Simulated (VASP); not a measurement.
# WC: single point with PBE

WC:

```
CELL_PARAMETERS angstrom
0.00000 2.19268 2.19268
2.19268 0.00000 2.19268
2.19268 2.19268 0.00000
ATOMIC_POSITIONS crystal
W 0.00000 0.00000 0.00000
C 0.50000 0.50000 0.50000
```

Measurements of this composition are mostly on another form, of space group No. 187.

```json
{"Program": "VASP 6.6.1", "Task": "single point", "Functional": "PBE", "Potentials or basis": "VASP PAW PBE potentials, release 64 (W_sv_GW, C_GW)", "Cutoff": "500 eV", "k mesh": "5 × 5 × 5", "Occupations": "gaussian, width 0.02 eV", "Spin": "no spin polarisation"}
```

| Property | Result |
| --- | --- |
| Pressure | -3.4 GPa |

Levels at points of the mesh, in eV from the Fermi level:
| k point | band 7 | band 8 | band 9 | band 10 | band 11 | band 12 |
| --- | --- | --- | --- | --- | --- | --- |
| (0.00, 0.00, 0.00) | -3.10 | -3.10 | -1.31 | -1.31 | -1.31 | -1.31 |

Wall time 8 s on 1 thread of Intel(R) Xeon(R) 6975P-C (Granite Rapids), on a shared host, peak memory 0.13 GiB.

Caveat: the k mesh is coarse (spacing up to 0.50 Å⁻¹), so the values aren't converged; the cutoff is under 1.25 times the usual one of these potentials, so pressure, stress and relaxed cells hold a basis-set (Pulay) error; the bands computed are all filled at some k points, so no gap is given. The run has no spin-orbit coupling, so splittings on W are missing.
